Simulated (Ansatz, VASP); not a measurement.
Al: VASP beside Ansatz

```
Al
1.0
    -1.52509    1.52509    1.77093
     1.52509   -1.52509    1.77093
     1.52509    1.52509   -1.77093
Al
1
Direct
  0.00000 0.00000 0.00000
```

Alike in both runs: task single point; functional PBE; k mesh 22 × 22 × 22; occupations gaussian, width 0.15 eV; no spin polarisation.

```csv
,VASP,Ansatz
version,VASP 6.6.1,Ansatz 0.2.0
potentials or method,"VASP PAW PBE potentials, release 64 (Al)","scalar-relativistic, plane waves, PAW"
plane-wave cutoff (eV),520,420
valence electrons in the cell,3,3
```

```tsv
	VASP	Ansatz	Ansatz less VASP
gap on the k mesh at the Fermi level (eV)	none	none	-
pressure (GPa)	1.5	1.5	+0.02
largest component of the traceless stress (GPa)	4.95	4.93	-0.018
```

A gap of «none» marks a metal or a gap that the smearing closes.
